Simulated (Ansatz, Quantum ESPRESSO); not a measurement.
**Na: 3 runs at one level of theory**

```
Na
1.0
     3.70038    0.00000    0.00000
    -1.85019    3.20463    0.00000
     0.00000    0.00000   12.53732
Na
4
Cartesian
  1.8502 1.0682 9.4030
  0.0000 0.0000 6.2687
  0.0000 2.1364 3.1343
  0.0000 0.0000 0.0000
```

This isn't the form of Na at room conditions, which is bcc.

Alike in all runs: task band structure; functional PBEsol; k mesh 8 × 8 × 3; occupations fermi-dirac, width 0.05 eV; no spin polarisation; no spin-orbit coupling. Pressure is positive in compression and, in plane waves, holds the error of the finite cutoff, which Ansatz's Pulay term estimates and takes out.

```json
{"program and potentials": "Quantum ESPRESSO, GBRV 1.5 PBEsol", "plane-wave cutoff (eV)": "612", "notes": "-", "pressure (GPa)": "-0.16"}
{"program and potentials": "Ansatz, PAW datasets made for the crystal", "plane-wave cutoff (eV)": "160", "notes": "-", "pressure (GPa)": "-0.15"}
{"program and potentials": "Ansatz, all-electron LAPW, scalar-relativistic", "plane-wave cutoff (eV)": "-", "notes": "-", "pressure (GPa)": "-0.14"}
```

The pressure spans -0.16 (Quantum ESPRESSO, GBRV 1.5 PBEsol) to -0.14 GPa (Ansatz, all-electron LAPW, scalar-relativistic), with all-electron results at -0.14.

Differences between rows come from potentials, basis sets and numerical settings, since the functional is the same but for its coding. Runs on potential files found faulty are left out.
